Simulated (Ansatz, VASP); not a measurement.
# B (Boron): VASP beside Ansatz, part 2 of 2

Wanted: the spread between two codes on one cell, functional and k mesh. The structure shown comes from an earlier Ansatz run, which isn't shown and may have moved the atoms alone.

VASP 6.6.1 and Ansatz 0.2.0.

So far: Set-up; Ansatz: elastic constants, LDA.

**3. VASP: elastic constants, LDA**

Level of this step: LDA; plane waves and PAW (B) (VASP).

The same cell, functional (in two slightly different forms), mesh and smearing now go to VASP, with its own data sets.

Lines of VASP's logs that name or quote its potential files are left out, and so is its time.

File INCAR:

```
SYSTEM = B
PREC = Accurate
ENCUT = 500
EDIFF = 1E-08
NELM = 120
ISMEAR = 0
SIGMA = 0.02
LREAL = .FALSE.
ALGO = Normal
GGA = CA
NBANDS = 30
LORBIT = 11
LWAVE = .FALSE.
LCHARG = .FALSE.
ISIF = 3
IBRION = 6
NFREE = 2
POTIM = 0.015
NSW = 1
LASPH = .TRUE.
GGA_COMPAT = .FALSE.
EFERMI = MIDGAP
KPAR = 2
```

File POSCAR:

```
B
1.0
    2.4204623316      1.3974545787      4.1313131043
   -2.4204623316      1.3974545787      4.1313131043
    0.0000000000     -2.7949091574      4.1313131043
B
12
Direct
    0.0104692567      0.6543080308      0.0104692567
    0.0104692567      0.0104692567      0.6543080308
    0.6543080308      0.0104692567      0.0104692567
    0.9895307433      0.3456919692      0.9895307433
    0.3456919692      0.9895307433      0.9895307433
    0.9895307433      0.9895307433      0.3456919692
    0.2214812170      0.6299829903      0.2214812170
    0.2214812170      0.2214812170      0.6299829903
    0.6299829903      0.2214812170      0.2214812170
    0.7785187830      0.3700170097      0.7785187830
    0.3700170097      0.7785187830      0.7785187830
    0.7785187830      0.7785187830      0.3700170097
```

File KPOINTS:

```
Automatic mesh
0
Gamma
6 6 6
0 0 0
```

PAW data sets: B (LDA family, release 64).

Launch:

```console
> mpirun -np 2 vasp_std
```

Numbers of over 12 decimals in the logs are rounded to 6 here.

The program printed:

```text
[banner, memory and clock lines left out]
running    2 mpi-ranks, on    1 nodes
 distrk:  each k-point on    1 cores,    2 groups
 distr:  one band on    1 cores,    1 groups

 POSCAR found type information on POSCAR B
 POSCAR found :  1 types and      12 ions
 LDA part: xc-table for (Slater(with rela. corr.)+CA(PZ))
 , standard interpolation
 POSCAR, INCAR and KPOINTS ok, starting setup
 FFT: planning ... GRIDC
 FFT: planning ... GRID_SOFT
 FFT: planning ... GRID
 WAVECAR not read
 entering main loop
       N       E                     dE             d eps       ncg     rms          rms(c)
DAV:   1     0.629282297779E+02    0.62928E+02   -0.16397E+04  1920   0.107E+03
DAV:   2    -0.897758076859E+02   -0.15270E+03   -0.14541E+03  2440   0.219E+02
DAV:   3    -0.951733830559E+02   -0.53976E+01   -0.53564E+01  2578   0.366E+01
DAV:   4    -0.952093671236E+02   -0.35984E-01   -0.35948E-01  2508   0.316E+00
DAV:   5    -0.952097310961E+02   -0.36397E-03   -0.36393E-03  2504   0.305E-01    0.108E+01
DAV:   6    -0.906761041390E+02    0.45336E+01   -0.51183E+00  2184   0.115E+01    0.568E+00
DAV:   7    -0.896581704700E+02    0.10179E+01   -0.25249E+00  2354   0.764E+00    0.178E+00
DAV:   8    -0.896097503888E+02    0.48420E-01   -0.31364E-01  2328   0.289E+00    0.457E-01
DAV:   9    -0.896083744234E+02    0.13760E-02   -0.30358E-02  2300   0.944E-01    0.168E-01
DAV:  10    -0.896077376123E+02    0.63681E-03   -0.42912E-03  2298   0.367E-01    0.481E-02
DAV:  11    -0.896077130217E+02    0.24591E-04   -0.22715E-04  2400   0.847E-02    0.159E-02
DAV:  12    -0.896076921158E+02    0.20906E-04   -0.51988E-05  2438   0.399E-02    0.474E-03
DAV:  13    -0.896076931621E+02   -0.10463E-05   -0.87593E-06  2470   0.143E-02    0.200E-03
DAV:  14    -0.896076930487E+02    0.11347E-06   -0.58495E-07  2348   0.384E-03    0.852E-04
DAV:  15    -0.896076930297E+02    0.18954E-07   -0.99420E-08  2326   0.171E-03    0.252E-04
DAV:  16    -0.896076930296E+02    0.72305E-10   -0.80289E-09  1518   0.477E-04
   1 F= -.89607693E+02 E0= -.89607693E+02  d E =0.000000E+00
[... from here on, the cycles between the ionic steps are left out ...]
   2 F= -.89574924E+02 E0= -.89574924E+02  d E =0.000000E+00
   3 F= -.89566622E+02 E0= -.89566622E+02  d E =0.000000E+00
  13 F= -.89591019E+02 E0= -.89591019E+02  d E =0.000000E+00
  14 F= -.89604982E+02 E0= -.89604982E+02  d E =0.000000E+00
  15 F= -.89604525E+02 E0= -.89604525E+02  d E =0.000000E+00
  16 F= -.89604118E+02 E0= -.89604118E+02  d E =0.000000E+00
  17 F= -.89604409E+02 E0= -.89604409E+02  d E =0.000000E+00
  18 F= -.89605512E+02 E0= -.89605512E+02  d E =0.000000E+00
  19 F= -.89605101E+02 E0= -.89605101E+02  d E =0.000000E+00
  20 F= -.89605761E+02 E0= -.89605761E+02  d E =0.000000E+00
 Finite differences progress:
  Degree of freedom:  10/ 10
  Displacement:        1/  2
  Total:              19/ 20
 bond charge predicted
       N       E                     dE             d eps       ncg     rms          rms(c)
DAV:   1    -0.896070545340E+02   -0.12937E-02   -0.57922E-01  4182   0.394E+00    0.219E-01
DAV:   2    -0.896059559675E+02    0.10986E-02   -0.84255E-03  5240   0.517E-01    0.112E-01
DAV:   3    -0.896055879261E+02    0.36804E-03   -0.12229E-03  5298   0.188E-01    0.280E-02
DAV:   4    -0.896055841306E+02    0.37956E-05   -0.20939E-04  5036   0.774E-02    0.133E-02
DAV:   5    -0.896055824066E+02    0.17240E-05   -0.11540E-05  5092   0.197E-02    0.381E-03
DAV:   6    -0.896055824075E+02   -0.91995E-09   -0.14595E-06  5162   0.632E-03    0.147E-03
DAV:   7    -0.896055824016E+02    0.58867E-08   -0.79265E-08  5102   0.151E-03
  21 F= -.89605582E+02 E0= -.89605582E+02  d E =0.000000E+00
 Finite differences progress:
  Degree of freedom:  10/ 10
  Displacement:        2/  2
  Total:              20/ 20
```

Parts of OUTCAR (step 3):

```text
ion  position               nearest neighbor table
   1  0.010  0.654  0.010-   4 1.66   2 1.72   3 1.72   7 1.77  11 1.78  12 1.78
   2  0.010  0.010  0.654-   6 1.66   3 1.72   1 1.72   8 1.77  10 1.78  11 1.78
   3  0.654  0.010  0.010-   5 1.66   2 1.72   1 1.72   9 1.77  10 1.78  12 1.78
   4  0.990  0.346  0.990-   1 1.66   6 1.72   5 1.72  10 1.77   9 1.78   8 1.78
   5  0.346  0.990  0.990-   3 1.66   6 1.72   4 1.72  11 1.77   7 1.78   8 1.78
   6  0.990  0.990  0.346-   2 1.66   4 1.72   5 1.72  12 1.77   9 1.78   7 1.78
   7  0.221  0.630  0.221-  11 1.76  12 1.76   1 1.77   5 1.78   6 1.78   8 1.98   9 1.98
   8  0.221  0.221  0.630-  10 1.76  11 1.76   2 1.77   4 1.78   5 1.78   7 1.98   9 1.98
   9  0.630  0.221  0.221-  10 1.76  12 1.76   3 1.77   4 1.78   6 1.78   8 1.98   7 1.98
  10  0.779  0.370  0.779-   9 1.76   8 1.76   4 1.77   3 1.78   2 1.78  12 1.98  11 1.98
  11  0.370  0.779  0.779-   7 1.76   8 1.76   5 1.77   1 1.78   2 1.78  12 1.98  10 1.98
  12  0.779  0.779  0.370-   7 1.76   9 1.76   6 1.77   3 1.78   1 1.78  10 1.98  11 1.98

  LATTYP: Found a trigonal (rhomboedric) cell.
 ALAT       =     4.9879119042
 COS(alpha) =     0.5290344904

 Subroutine GETGRP returns: Found 12 space group operations
 (whereof 12 operations were pure point group operations)

The static configuration has the point symmetry D_3d.

 Found     32 irreducible k-points:

   k-points           NKPTS =     32   k-points in BZ     NKDIM =     32   number of bands    NBANDS=     30

   dimension x,y,z NGX =    36 NGY =   36 NGZ =   36
   dimension x,y,z NGXF=    72 NGYF=   72 NGZF=   72

   ENCUT  =  500.0 eV  36.75 Ry    6.06 a.u.   9.09  9.09  9.09*2*pi/ulx,y,z

   NELECT =      36.0000    total number of electrons

 k-points in reciprocal lattice and weights: Automatic mesh
   0.00000000  0.00000000  0.00000000       0.005
   0.16666667  0.00000000 -0.00000000       0.028
   0.33333333 -0.00000000 -0.00000000       0.028
   0.50000000  0.00000000 -0.00000000       0.014
   0.16666667  0.16666667 -0.00000000       0.028
   0.33333333  0.16666667 -0.00000000       0.056
   0.50000000  0.16666667 -0.00000000       0.056
  -0.33333333  0.16666667  0.00000000       0.056
  -0.16666667  0.16666667  0.00000000       0.028
[...]
-0.33333333  0.50000000  0.33333333       0.028
   0.50000000  0.50000000  0.50000000       0.005

 average (electrostatic) potential at core
       1 -30.1523       2 -30.1556       3 -30.1556       4 -30.1546       5 -30.1585
       6 -30.1585       7 -31.6449       8 -31.6461       9 -31.6461      10 -31.6493
      11 -31.6489      12 -31.6489

 E-fermi :   7.0163

 k-point     1 :       0.0000    0.0000    0.0000
  band No.  band energies     occupation
    ...
     14       1.7485      2.00000
     15       4.8755      2.00000
     16       5.5453      2.00000
     17       5.5459      2.00000
     18       5.9586      2.00000
     19       7.7117      0.00000
     20      10.9988      0.00000
     21      11.0030      0.00000
     22      11.1024      0.00000
     23      11.1144      0.00000
    ...

 k-point     2 :       0.1667    0.0000   -0.0000
  band No.  band energies     occupation
    ...
     14       2.5202      2.00000
     15       4.6129      2.00000
     16       4.9993      2.00000
     17       5.1202      2.00000
     18       5.6801      2.00000
     19       7.9990      0.00000
     20       9.8871      0.00000
     21      10.4094      0.00000
     22      11.7336      0.00000
     23      12.1843      0.00000
    ...

 k-point     3 :       0.3333   -0.0000   -0.0000
  band No.  band energies     occupation
    ...
     14       3.1148      2.00000
     15       3.8407      2.00000
     16       3.9224      2.00000
     17       4.2528      2.00000
     18       5.7682      2.00000
     19       8.4187      0.00000
     20      10.0217      0.00000
     21      10.2817      0.00000
     22      10.8254      0.00000
[...]
1.558388 -0.899735  9.604284    -0.255135    0.147302    0.282224
     -1.558388 -0.899735  9.604284     0.255135    0.147302    0.282224
      0.000000  1.799471  9.604284    -0.000000   -0.294604    0.282224
     -0.988763  0.570863  4.432673     0.011961   -0.006905   -0.005819
      0.000000 -1.141725  4.432673    -0.000000    0.013811   -0.005819
      0.988763  0.570863  4.432673    -0.011961   -0.006905   -0.005819
      0.988763 -0.570863  7.961266    -0.011961    0.006905    0.005819
     -0.988763 -0.570863  7.961266     0.011961    0.006905    0.005819
      0.000000  1.141725  7.961266     0.000000   -0.013811    0.005819

   2 f  =   34.258815 THz   215.254484 2PiTHz 1142.751070 cm-1   141.683012 meV
             X         Y         Z           dx          dy          dz
     -1.558388  0.899735  2.789655     0.199048   -0.157676   -0.419199
      0.000000 -1.799471  2.789655    -0.074054    0.000004   -0.000006
      1.558388  0.899735  2.789655     0.199052    0.157677    0.419205
      1.558388 -0.899735  9.604284    -0.199048    0.157676    0.419199
     -1.558388 -0.899735  9.604284    -0.199052   -0.157677   -0.419205
      0.000000  1.799471  9.604284     0.074054   -0.000004    0.000006
     -0.988763  0.570863  4.432673    -0.008154    0.026561    0.074543
      0.000000 -1.141725  4.432673     0.037851   -0.000000    0.000001
      0.988763  0.570863  4.432673    -0.008154   -0.026561   -0.074544
      0.988763 -0.570863  7.961266     0.008154   -0.026561   -0.074543
     -0.988763 -0.570863  7.961266     0.008154    0.026561    0.074544
      0.000000  1.141725  7.961266    -0.037851    0.000000   -0.000001

   3 f  =   34.258815 THz   215.254484 2PiTHz 1142.751070 cm-1   141.683012 meV
             X         Y         Z           dx          dy          dz
     -1.558388  0.899735  2.789655    -0.157679    0.016983    0.242031
      0.000000 -1.799471  2.789655     0.000001    0.290085   -0.484053
      1.558388  0.899735  2.789655     0.157674    0.016979    0.242021
      1.558388 -0.899735  9.604284     0.157679   -0.016983   -0.242031
     -1.558388 -0.899735  9.604284    -0.157674   -0.016979   -0.242021
      0.000000  1.799471  9.604284    -0.000001   -0.290085    0.484053
     -0.988763  0.570863  4.432673     0.026561    0.022516   -0.043039
      0.000000 -1.141725  4.432673    -0.000000   -0.023489    0.086076
      0.988763  0.570863  4.432673    -0.026561    0.022516   -0.043037
      0.988763 -0.570863  7.961266    -0.026561   -0.022516    0.043039
     -0.988763 -0.570863  7.961266     0.026561   -0.022516    0.043037
      0.000000  1.141725  7.961266     0.000000    0.023489   -0.086076

   4 f  =   28.770744 THz   180.771916 2PiTHz  959.688719 cm-1   118.986183 meV
             X         Y         Z           dx          dy          dz
     -1.558388  0.899735  2.789655     0.348352   -0.201121   -0.009640
      0.000000 -1.799471  2.789655     0.000000    0.402242   -0.009640
      1.558388  0.899735  2.789655    -0.348352   -0.201121   -0.009640
      1.558388 -0.899735  9.604284     0.348352   -0.201121   -0.009640
     -1.558388 -0.899735  9.604284    -0.348352   -0.201121   -0.009640
      0.000000  1.799471  9.604284    -0.000000    0.402242   -0.009640
     -0.988763  0.570863  4.432673    -0.059254    0.034210    0.009693
      0.000000 -1.141725  4.432673     0.000000   -0.068421    0.009693
      0.988763  0.570863  4.432673     0.059254    0.034210    0.009693
      0.988763 -0.570863  7.961266    -0.059254    0.034210    0.009693
     -0.988763 -0.570863  7.961266     0.059254    0.034210    0.009693
      0.000000  1.141725  7.961266    -0.000000   -0.068421    0.009693

   5 f  =   28.664875 THz   180.106722 2PiTHz  956.157310 cm-1   118.548344 meV
             X         Y         Z           dx          dy          dz
     -1.558388  0.899735  2.789655    -0.159834    0.092280   -0.179365
      0.000000 -1.799471  2.789655    -0.000000   -0.184561   -0.179365
      1.558388  0.899735  2.789655     0.159834    0.092280   -0.179365
      1.558388 -0.899735  9.604284     0.159834   -0.092280    0.179365
     -1.558388 -0.899735  9.604284    -0.159834   -0.092280    0.179365
      0.000000  1.799471  9.604284    -0.000000    0.184561    0.179365
     -0.988763  0.570863  4.432673     0.265124   -0.153069    0.081923
      0.000000 -1.141725  4.432673    -0.000000    0.306139    0.081923
      0.988763  0.570863  4.432673    -0.265124   -0.153069    0.081923
      0.988763 -0.570863  7.961266    -0.265124    0.153069   -0.081923
     -0.988763 -0.570863  7.961266     0.265124    0.153069   -0.081923
      0.000000  1.141725  7.961266    -0.000000   -0.306139   -0.081923

   6 f  =   26.987615 THz   169.568185 2PiTHz  900.209930 cm-1   111.611756 meV
             X         Y         Z           dx          dy          dz
     -1.558388  0.899735  2.789655     0.094201   -0.263930    0.154671
      0.000000 -1.799471  2.789655    -0.362936    0.000001    0.000000
      1.558388  0.899735  2.789655     0.094203    0.263928   -0.154671
      1.558388 -0.899735  9.604284    -0.094201    0.263930   -0.154671
     -1.558388 -0.899735  9.604284    -0.094203   -0.263928    0.154671
      0.000000  1.799471  9.604284     0.362936   -0.000001   -0.000000
     -0.988763  0.570863  4.432673    -0.214941   -0.015808   -0.076641
      0.000000 -1.141725  4.432673    -0.242320   -0.000001   -0.000000
      0.988763  0.570863  4.432673    -0.214941    0.015807    0.076641
      0.988763 -0.570863  7.961266     0.214941    0.015808    0.076641
     -0.988763 -0.570863  7.961266     0.214941   -0.015807   -0.076641
      0.000000  1.141725  7.961266     0.242320    0.000001    0.000000

   7 f  =   26.987615 THz   169.568185 2PiTHz  900.209930 cm-1   111.611756 meV
             X         Y         Z           dx          dy          dz
     -1.558388  0.899735  2.789655    -0.263929   -0.210556   -0.089300
      0.000000 -1.799471  2.789655     0.000001    0.246582    0.178599
      1.558388  0.899735  2.789655     0.263929   -0.210558   -0.089299
      1.558388 -0.899735  9.604284     0.263929    0.210556    0.089300
     -1.558388 -0.899735  9.604284    -0.263929    0.210558    0.089299
      0.000000  1.799471  9.604284    -0.000001   -0.246582   -0.178599
     -0.988763  0.570863  4.432673    -0.015807   -0.233194    0.044249
      0.000000 -1.141725  4.432673     0.000001   -0.205815   -0.088497
      0.988763  0.570863  4.432673     0.015808   -0.233194    0.044248
      0.988763 -0.570863  7.961266     0.015807    0.233194   -0.044249
     -0.988763 -0.570863  7.961266    -0.015808    0.233194   -0.044248
      0.000000  1.141725  7.961266    -0.000001    0.205815    0.088497

   8 f  =   25.150869 THz   158.027570 2PiTHz  838.942684 cm-1   104.015589 meV
             X         Y         Z           dx          dy          dz
     -1.558388  0.899735  2.789655    -0.047511    0.027431   -0.218685
      0.000000 -1.799471  2.789655    -0.000000   -0.054861   -0.218685
      1.558388  0.899735  2.789655     0.047511    0.027431   -0.218685
      1.558388 -0.899735  9.604284    -0.047511    0.027431   -0.218685
     -1.558388 -0.899735  9.604284     0.047511    0.027431   -0.218685
      0.000000  1.799471  9.604284    -0.000000   -0.054861   -0.218685
     -0.988763  0.570863  4.432673    -0.225793    0.130362    0.218762
      0.000000 -1.141725  4.432673    -0.000000   -0.260723    0.218762
      0.988763  0.570863  4.432673     0.225793    0.130362    0.218762
    [... 421 further lines ...]
     -0.988763 -0.570863  7.961266     0.000013    0.000008   -0.288629
      0.000000  1.141725  7.961266    -0.000000   -0.000015   -0.288629

 ELASTIC MODULI CONTR FROM IONIC RELAXATION (kBar)
 Direction    XX          YY          ZZ          XY          YZ          ZX
 --------------------------------------------------------------------------------
 XX       -1378.2494    242.3185     89.5321      0.0000    140.6796     -0.0000
 YY         242.3185  -1378.2494     89.5321     -0.0000   -140.6796      0.0000
 ZZ          89.5321     89.5321   -432.2183      0.0000      0.0000     -0.0000
 XY           0.0000     -0.0000      0.0000   -810.2839     -0.0000    140.6796
 YZ         140.6796   -140.6796      0.0000      0.0000   -697.7361      0.0000
 ZX          -0.0000      0.0000      0.0000    140.6796     -0.0000   -697.7361
 --------------------------------------------------------------------------------

 TOTAL ELASTIC MODULI (kBar)
 Direction    XX          YY          ZZ          XY          YZ          ZX
 --------------------------------------------------------------------------------
 XX        4886.0651   1173.5950    499.0867      0.0000    264.6354     -0.0000
 YY        1173.5950   4886.0651    499.0867     -0.0000   -264.6354      0.0000
 ZZ         499.0867    499.0867   6330.8487      0.0000      0.0000     -0.0000
 XY           0.0000     -0.0000      0.0000   1856.2351     -0.0000    264.6355
 YZ         264.6354   -264.6354      0.0000      0.0000   2133.2696      0.0000
 ZX          -0.0000      0.0000      0.0000    264.6355     -0.0000   2133.2696
 --------------------------------------------------------------------------------

 total charge
# of ion       s       p       d       tot
------------------------------------------
    1        0.710   1.449   0.000   2.159
    2        0.710   1.449   0.000   2.159
    3        0.710   1.449   0.000   2.159
    4        0.710   1.449   0.000   2.159
    5        0.710   1.449   0.000   2.159
    6        0.710   1.449   0.000   2.159
    7        0.660   1.338   0.000   1.998
    8        0.660   1.338   0.000   1.998
    9        0.660   1.338   0.000   1.998
   10        0.660   1.338   0.000   1.998
   11        0.660   1.338   0.000   1.998
   12        0.660   1.338   0.000   1.998
--------------------------------------------------
tot          8.221  16.721   0.000  24.942
```

CONTCAR:

```
B
   1.00000000000000
     2.4204623316000000    1.3974545786999999    4.1313131043000002
    -2.4204623316000000    1.3974545786999999    4.1313131043000002
     0.0000000000000000   -2.7949091573999998    4.1313131043000002
  B
    12
Direct
     0.0104692566999987    0.6543080308000029    0.0104692566999987
     0.0104692566999987    0.0104692566999987    0.6543080308000029
     0.6543080308000029    0.0104692566999987    0.0104692566999987
     0.9895307433000013    0.3456919691999971    0.9895307433000013
     0.3456919691999971    0.9895307433000013    0.9895307433000013
     0.9895307433000013    0.9895307433000013    0.3456919691999971
     0.2202709480434286    0.6287727213434315    0.2202709480434286
     0.2214812169999973    0.2214812169999973    0.6299829903000003
     0.6299829903000003    0.2214812169999973    0.2214812169999973
     0.7785187830000027    0.3700170096999997    0.7785187830000027
     0.3700170096999997    0.7785187830000027    0.7785187830000027
     0.7785187830000027    0.7785187830000027    0.3700170096999997
```

The last energy, forces, stress and levels in OUTCAR belong to the last displaced cell, not to the cell of POSCAR.

Levels, forces or a CONTCAR printed for this step are those of its last displaced cell, not of the structure at rest.

**4. Side by side**

Known differences besides the potentials themselves: the two LDA forms differ slightly; the cutoff is 420 eV in Ansatz and 500 eV in VASP; VASP's log shows a relativistic correction to its local exchange, Ansatz's none; VASP takes each elastic constant from one size of strain, Ansatz from those that its log lists. Total energies have different zeros and are not compared.

Both answers:

| quantity | Ansatz | VASP | difference |
| --- | --- | --- | --- |
| C11 (GPa) | 488.2 | 488.6 | -0.08 % |
| C22 (GPa) | 488.2 | 488.6 | -0.08 % |
| C33 (GPa) | 631.3 | 633.1 | -0.28 % |
| C12 (GPa) | 117.3 | 117.4 | -0.09 % |
| C13 (GPa) | 49.3 | 49.9 | -1.14 % |
| C23 (GPa) | 49.3 | 49.9 | -1.14 % |
| C44 (GPa) | 213.2 | 213.3 | -0.07 % |
| C55 (GPa) | 213.2 | 213.3 | -0.07 % |
| C66 (GPa) | 185.5 | 185.6 | -0.08 % |

**5. What came out**

- difference in C13 (elastic constants, LDA): -1.1 %

**Reading.** The difference in C13 is -1.1 % (elastic constants, LDA), within the 5 % picked in this series as the mark of a large difference. How closely two codes agree says nothing of how well the functional describes the real material.

[Lines on the potential files, build, host, timing and source positions are cut from VASP's logs without a mark.]

[Logs are printed without paths, hosts, clocks, repeated set-up lines and the standing remarks that a program may print on its own settings, such as how far it seeks lower states.]

[Hosts, paths, dates, database ids (printed as entryN), source tags and the programs' standing remarks are cut or masked in the printed files.]
